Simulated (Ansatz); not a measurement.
# Dielectric function and optical constants of CaSe

What colour and refractive index does CaSe have at this level of theory? The cell comes from an older database entry, whose edges can differ from later determinations, mostly by under a per cent.

Method: DFT, PBE, plane-wave PAW, default files, scalar-relativistic, independent-particle optical response without local fields, in Ansatz 0.2.0.

The database entry behind the starting cell differs from later determinations by our own check (0.1 to 0.3 % short, probably kX units), so it need not match the best structure at ambient conditions.

## (1) Starting point

Symmetry: Fm-3m, No. 225, cubic system. The conventional cell has a = 5.912 Å, b = 5.912 Å, c = 5.912 Å, α = 90.00°, β = 90.00°, γ = 90.00°. Se has 6 Ca at 2.96 Å nearest. Nearest to Ca lie 6 Se at 2.96 Å. Farther neighbours and most contacts between anions are not listed.

## (2) Ground state and bands

The self-consistent density comes first; it also tells whether there is a gap, which decides the occupations and the need for a Drude term.

This step: DFT, PBE, plane-wave PAW, default files, scalar-relativistic, ground state (Ansatz 0.2.0).

File input.yaml:

```yaml
crystal:
  lattice:
    - [0.0, 2.956, 2.956]
    - [2.956, 0.0, 2.956]
    - [2.956, 2.956, 0.0]
  atoms:
    - { symbol: Se, position: [0.5, 0.5, 0.5] }
    - { symbol: Ca, position: [0.0, 0.0, 0.0] }
kpoints:
  mp_grid: { grid: [7, 7, 7] }
  band_path:
    path:
      - [[0.0, 0.0, 0.0], [0.5, 0.0, 0.5], [0.5, 0.25, 0.75], [0.375, 0.375, 0.75], [0.0, 0.0, 0.0], [0.5, 0.5, 0.5], [0.625, 0.25, 0.625], [0.5, 0.25, 0.75], [0.5, 0.5, 0.5], [0.375, 0.375, 0.75]]
      - [[0.625, 0.25, 0.625], [0.5, 0.0, 0.5]]
    npoints: 6
scf:
  occupations: { method: fermi_dirac, width: 0.05 }
  n_extra_bands: 6
hamiltonian:
  xc: pbe
  pseudopotentials: { kind: paw }
output:
  forces: true
  stress: true
  populations: true
  write_bands: true
  write_density: true
  write_potential: true
  elf: true
  volumetric_format: npy
```

On the command line:

```sh
$ ansatz run input.yaml --threads 4 --pin off --max-ram 8192MiB --backend cpu --events-out ev --progress --plain --runs-dir out
```

Numbers of over 12 decimals in the logs are rounded to 6 here.

The program printed:

```text
scf.n_extra_bands = 6 over 13 filled bands (N_el = 26.0): the run solves 19 bands
Engine: ansatz 0.2.0, aarch64-unknown-linux-gnu
Pseudopotentials: kind: paw
Pseudopotential: Se, paw, valence charge 16, recommended cutoff 420 eV (normal), Se.paw.azcp
Pseudopotential: Ca, paw, valence charge 10, recommended cutoff 420 eV (normal), Ca.paw.azcp
Functional definition: PBE
  parameter kappa = 0.804
  parameter beta = 0.066725
  exchange = pbe_x(kappa = kappa, mu = beta*pi^2/3)
  correlation = pbe_c(beta = beta)
Crystal: 2 atoms, lattice volume = 51.659 Å³
Basis set: ecut = 420 eV, 965 PW (Γ), exchange–correlation on 60×60×60 points (8 copies of the dense FFT grid, shifted against one another)
Bands: 19, of which v1, the nominal top of the filled ones, is band 13 counted from 1 (12 counted from 0)
Symmetry: 48 space group operations
Space group: Fm-3m (ITA 225), of the structure as read, at distance tolerance 3.7e-5 Å
k-points: 20 of 343
Non-local potential: Se, projectors of the file, l = 0: 2, l = 1: 2, l = 2: 3, l = 3: 1
Non-local potential: Ca, projectors of the file, l = 0: 3, l = 1: 2, l = 2: 2
PAW form: soft (Blöchl's): semilocal exchange-correlation on the pseudo side does not see the compensation charge
PAW one-centre angular grid: Se, 590 points (default); XC on 64 Gauss nodes
PAW one-centre angular grid: Ca, 110 points (default); XC on 64 Gauss nodes
Initial density: superposition of atomic densities (neutral atoms: chi_scale 0, normalization atom), corrected by the library's trained network
Initial wavefunctions: pseudopotential atomic-orbital guess
Functional: x = pbe(κ = 0.804, μ = 0.219515), c = pbe(β = 0.066725)
SCF iter   1: F=—  HF=-7289.998499 eV  |F-HF|=—  |Δ(HF+E_count)|=         —  Δρ=5.15e-4  dr2=1.34e-4  ethr=1.77e-3  ⟨swp⟩=7.2  Hψ=2237  notcnv=0
preconditioner: auto → none  [insulator: Δε(μ)=2.081 eV  Ē_g=9.456 eV  σ=0.050 eV  W_gap=1.00  n_scr=14 (ndim 8)  ℏωp=14.6 eV  f_vac=0.000  D(μ)=0.00/eV (n_scr^D=0)  ε∞_Penn≈3.4]
SCF iter   2: F=—  HF=-7289.998493 eV  |F-HF|=—  |Δ(HF+E_count)|=   5.30e-6  Δρ=3.28e-4  dr2=1.03e-4  ethr=5.17e-7  ⟨swp⟩=2.0  Hψ=796  notcnv=0  defer=5
SCF iter   3: F=—  HF=-7289.998512 eV  |F-HF|=—  |Δ(HF+E_count)|=   1.87e-5  Δρ=2.39e-4  dr2=4.30e-5  ethr=3.96e-7  ⟨swp⟩=2.0  Hψ=614  notcnv=0  defer=6
SCF iter   4: F=—  HF=-7289.998498 eV  |F-HF|=—  |Δ(HF+E_count)|=   1.42e-5  Δρ=6.11e-5  dr2=1.86e-6  ethr=1.65e-7  ⟨swp⟩=2.3  Hψ=488  notcnv=0  defer=5
iter 5 did not close the SCF: its close was put off for the readings that it lacked (scf_convergence_deferred on its scf_iter line)
SCF iter   5: F=-7289.998498 eV  HF=-7289.998498 eV  |F-HF|=7.31e-8  |Δ(HF+E_count)|=   7.02e-7  Δρ=7.18e-6  dr2=3.36e-8  ethr=7.15e-9  ⟨swp⟩=2.3  Hψ=499  notcnv=0  defer=5
SCF iter   6: F=-7289.998498 eV  HF=-7289.998498 eV  |F-HF|=1.05e-8  |Δ(HF+E_count)|=   2.49e-8  Δρ=3.10e-6  dr2=1.02e-8  ethr=1.29e-10  ⟨swp⟩=8.0  Hψ=2401  notcnv=0
SCF 1 converged in 6 iterations: F = -7289.998498 eV  dr2 = 1.02e-8
  greatest PAW one-centre occupation: 1.000 electrons in one spin orbital (limit 2), on the Se atom at site 0 (counted from 0), in its partial waves of l = 2
NSCF: frozen V_eff on 62 k-points
SCF converged after 6 iterations
Free energy (F): -7289.998498 eV
Harris-Foulkes:  -7289.998498 eV  (|F-HF|=1.05e-8)
Internal energy: -7289.998498 eV  (E = F + TS)
E sigma→0 (E₀):  -7289.998498 eV
Fermi energy:    8.124668 eV
--- Per-component energies (eV) ---
  E_band       = -510.413816
  E_kinetic    = 398.739049
  E_local      = -3201.769870  (includes V_loc(G=0)·N_el)
  E_nonlocal   = -533.248703
  E_hartree    = 1471.014338
  E_xc         = -243.287654
  E_vxc        = -271.816287  (∫ρ·V_xc dr)
  E_paw        = -2769.010715  (= ΣΔE_a)
  E_vpaw       = 155.657268  (= ΣTr[D̂ρ^β])
  E_aug_tail   = -0.000591  (compensation charges beyond the density's cutoff)
  E_ewald      = -2412.434353
  E_smearing   = -0.000000  (= −TS)
  E_closure    = -0.000000  (closes the sum)
  Σ components = -7289.998498   (vs F -7289.998498, Δ=0.00e0)
--- Forces (eV/Å), atoms counted from 1 ---
  atom   1  Se     0.00000000    -0.00000000    -0.00000000
  atom   2  Ca    -0.00000000     0.00000000    -0.00000000
  max |Σ_I F_I| component: 1.45e-30 eV/Å
--- Stress (GPa, compression-positive) ---
        1.172437       0.000000       0.000000
        0.000000       1.172437      -0.000000
        0.000000       0.000000       1.172437
  P = ⅓ Tr σ = 1.1724 GPa (11.724 kbar)
--- Band table (eV; the first three rows and the last of 20) ---
  k-point 0: bands = [... 9 lower, -4.7070, 7.0960, 7.0960, 7.0960, 10.4518, 10.8074, 10.8074, 10.8074, ... 2 higher]
  k-point 1: bands = [... 9 lower, -4.5874, 6.1535, 6.7948, 6.7948, 10.7218, 11.0772, 11.0772, 11.6332, ... 2 higher]
  k-point 2: bands = [... 9 lower, -4.3012, 4.7802, 6.2744, 6.2744, 10.9047, 11.7224, 11.7224, 13.0986, ... 2 higher]
  k-point 19: bands = [... 9 lower, -4.0379, 4.9571, 5.0111, 5.6994, 11.0780, 11.9752, 12.5511, 12.9245, ... 2 higher]
--- Löwdin populations: 2 sites ---
  site symbol       q [e]
     0     Se     17.2942
     1     Ca      8.4294
  spilling = 0.010629 (of n_electrons = 26.000000)
```

Wall time 0.86 s (4 threads of Arm Neoverse V1, shared host); peak memory 0.32 GiB; 2.7 s of CPU time.

Numbers from this step:

| Quantity | Value |
| --- | --- |
| free energy | -7289.9985 eV |
| Fermi energy | 8.125 eV |
| gap by band count | 2.091 eV |
| electrons | 26 |
| symmetry operations | 48 |
| pressure | 1.172 GPa |
| gap on the k-mesh | 2.091 eV |
| volume | 51.66 Å³ |
| gap on the path | 2.029 eV |
| least direct gap on the path | 2.964 eV |

There is a gap, 2.03 eV on the path, so no carriers' term is needed. The cell is left with a pressure of 1.2 GPa, as it stands unrelaxed at this level.

The electronic bands at the labelled points (eV, zero at the Fermi level; v1 is the highest filled band, c1 the lowest empty one):

```csv
point,v3,v2,v1,c1,c2,c3,c4
Γ,-1.03,-1.03,-1.03,2.33,2.68,2.68,2.68
halfway,-3.14,-1.64,-1.64,1.70,3.46,3.61,4.30
X,-3.55,-1.96,-1.96,1.00,4.02,4.04,5.00
halfway,-3.42,-2.38,-2.36,1.80,4.11,4.66,4.82
W,-3.01,-3.01,-2.70,3.38,3.38,4.23,4.71
halfway,-3.22,-3.02,-2.38,2.61,4.14,4.41,4.76
K,-3.29,-3.08,-2.14,2.25,4.66,4.69,4.70
halfway,-3.30,-2.03,-1.95,3.23,3.39,3.60,4.15
Γ,-1.03,-1.03,-1.03,2.33,2.68,2.68,2.68
halfway,-3.03,-1.73,-1.73,2.70,3.41,3.41,4.65
L,-4.31,-2.22,-2.22,3.50,4.46,4.48,4.48
halfway,-3.96,-2.60,-2.21,3.29,4.16,4.48,5.02
U,-3.29,-3.08,-2.14,2.25,4.66,4.69,4.70
halfway,-3.22,-3.02,-2.38,2.61,4.14,4.41,4.76
W,-3.01,-3.01,-2.70,3.38,3.38,4.23,4.71
halfway,-3.86,-2.66,-2.26,3.45,3.74,4.70,4.98
L,-4.31,-2.22,-2.22,3.50,4.46,4.48,4.48
halfway,-3.96,-2.60,-2.21,3.29,4.16,4.48,5.02
K,-3.29,-3.08,-2.14,2.25,4.66,4.69,4.70
jump to U,-3.29,-3.08,-2.14,2.25,4.66,4.69,4.70
halfway,-3.48,-2.37,-2.02,1.40,4.26,4.44,4.93
X,-3.55,-1.96,-1.96,1.00,4.02,4.04,5.00
```

The electronic bands as a text plot (rows in eV, shown from -4.3 to 3.2 only):

```
    3.1 |++++         +      ++++++ ++       +              +
    2.8 |++          +         +++++  ++         +
    2.5 |++            +          ++++        + +
    2.1 |  ++       +   ++                     +             +
    1.8 |    +                                                +
    1.5 |          +                                           +
    1.2 |     +++ +                                             +
    0.9 |        +
    0.6 |
    0.3 |
   -0.1 |
   -0.4 |
   -0.7 |
   -1.0 |**                       **
   -1.3 |  **                   ** ***
   -1.6 | *  *                 ***    *
   -1.9 |     *****          **        *                      ***
   -2.3 |          *   ******       **  *********   ********** *
   -2.6 |  **       ***    **  *            *    *** **    *
   -2.9 |            ***  *           *      ** *****       * *
   -3.2 |    *      ******   **                *** *         *
   -3.5 |     ******      ***                 *     *         ***
   -3.8 |                              *    **       *     **
   -4.2 |                               ****          *****
         Γ       X    W  K        Γ      L     U  W     L   K|U X
```

ELF in the ac plane of the conventional cell at fractional y = 0.000, with atoms of Se and Ca within 0.2 Å of it. It is the smooth field of the valence electrons, not physical close to the nuclei.

Values, 16 rows by 16 columns, each cell a mean:
```
0.82 0.84 0.55 0.14 0.54 0.79 0.73 0.43 0.34 0.63 0.79 0.72 0.24 0.31 0.77 0.83
0.81 0.69 0.28 0.09 0.49 0.76 0.79 0.73 0.71 0.78 0.79 0.67 0.21 0.15 0.54 0.77
0.35 0.21 0.06 0.07 0.34 0.64 0.76 0.79 0.80 0.78 0.72 0.50 0.14 0.05 0.15 0.31
0.24 0.22 0.18 0.11 0.15 0.34 0.49 0.54 0.54 0.52 0.41 0.21 0.10 0.14 0.21 0.24
0.73 0.70 0.59 0.35 0.11 0.07 0.09 0.14 0.16 0.12 0.08 0.07 0.21 0.50 0.67 0.72
0.79 0.79 0.76 0.59 0.18 0.06 0.28 0.55 0.61 0.43 0.15 0.08 0.41 0.72 0.79 0.79
0.56 0.71 0.79 0.70 0.22 0.21 0.69 0.84 0.84 0.79 0.43 0.12 0.52 0.78 0.78 0.63
0.21 0.56 0.79 0.73 0.24 0.35 0.81 0.82 0.79 0.84 0.61 0.16 0.54 0.80 0.71 0.34
0.34 0.63 0.79 0.72 0.24 0.31 0.77 0.83 0.82 0.84 0.55 0.14 0.54 0.79 0.73 0.43
0.71 0.78 0.79 0.67 0.21 0.15 0.54 0.77 0.81 0.69 0.28 0.09 0.49 0.76 0.79 0.73
0.80 0.78 0.72 0.50 0.14 0.05 0.15 0.31 0.35 0.21 0.06 0.07 0.34 0.64 0.76 0.79
0.54 0.52 0.41 0.21 0.10 0.14 0.21 0.24 0.24 0.22 0.18 0.11 0.15 0.34 0.49 0.54
0.16 0.12 0.08 0.07 0.21 0.50 0.67 0.72 0.73 0.70 0.59 0.35 0.11 0.07 0.09 0.14
0.61 0.43 0.15 0.08 0.41 0.72 0.79 0.79 0.79 0.79 0.76 0.59 0.18 0.06 0.28 0.55
0.84 0.79 0.43 0.12 0.52 0.78 0.78 0.63 0.56 0.71 0.79 0.70 0.22 0.21 0.69 0.84
0.79 0.84 0.61 0.16 0.54 0.80 0.71 0.34 0.21 0.56 0.79 0.73 0.24 0.35 0.81 0.82
```

Electrostatic potential energy in the ac plane of the conventional cell at fractional y = 0.000, with atoms of Se and Ca within 0.2 Å of it. With pseudopotentials it is smooth inside the atoms' cores, unlike the true potential.

Ten even steps from '0' (-55 eV) to '9' (11 eV), each cell a mean:
```
0269986887799840
4689997666899874
8899999888999988
9999999999999999
9999999999999999
7799998667899987
7679986214799867
8779984001699868
8779984002699868
6689987446899976
8899998888999998
9999999999999999
9999999999999999
6789998777999986
1479986776799862
0169986887799840
```

(Part 1 of 2 ends here.)

[Logs are printed without paths, hosts, clocks, repeated set-up lines and the standing remarks that a program may print on its own settings, such as how far it seeks lower states.]

[Hosts, paths, dates, database ids (printed as entryN), source tags and the programs' standing remarks are cut or masked in the printed files.]
